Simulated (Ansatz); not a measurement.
The system is Sc.

```
CELL_PARAMETERS angstrom
0.00000 2.26000 2.26000
2.26000 0.00000 2.26000
2.26000 2.26000 0.00000
ATOMIC_POSITIONS crystal
Sc 0.00000 0.00000 0.00000
```

This isn't the form of Sc at room conditions, which is hcp.

- Program: Ansatz 0.2.0
- Task: relaxation of cell and atoms
- Functional: LDA
- Potentials or basis: Ansatz PAW
- Cutoff: 420 eV (not typed: the program's choice for these potentials)
- k mesh: 10 × 10 × 10
- Occupations: fermi-dirac, width 0.05 eV
- Spin: no spin polarisation

At the start: volume 23.09 Å³/atom.

Task: How do energy, volume and symmetry change on relaxing?

Result: It ends after 4 steps and the volume is 22.40 Å³/atom (-3.0 %); space group Fm-3m (No. 225, to 0.05 Å).

Step by step:
| step | energy change (eV) | largest force (eV/Å) | volume (Å³) |
| --- | --- | --- | --- |
| 1 | 0.0000 | 0.0000 | 23.09 |
| 2 | -0.0037 | 0.0000 | 22.29 |
| 3 | -0.0037 | 0.0000 | 22.40 |
| 4 | -0.0037 | 0.0000 | 22.40 |

Final structure:
```
CELL_PARAMETERS angstrom
0.00000 2.23728 2.23728
2.23728 0.00000 2.23728
2.23728 2.23728 0.00000
ATOMIC_POSITIONS crystal
Sc 0.00000 0.00000 0.00000
```

Caveat: the plane-wave basis is chosen anew once the cell has moved, so the energies of steps on either side of that aren't comparable; the PAW data sets come from PBE, with cores solved anew for the run's functional, which leaves a small shift of forces and pressure.
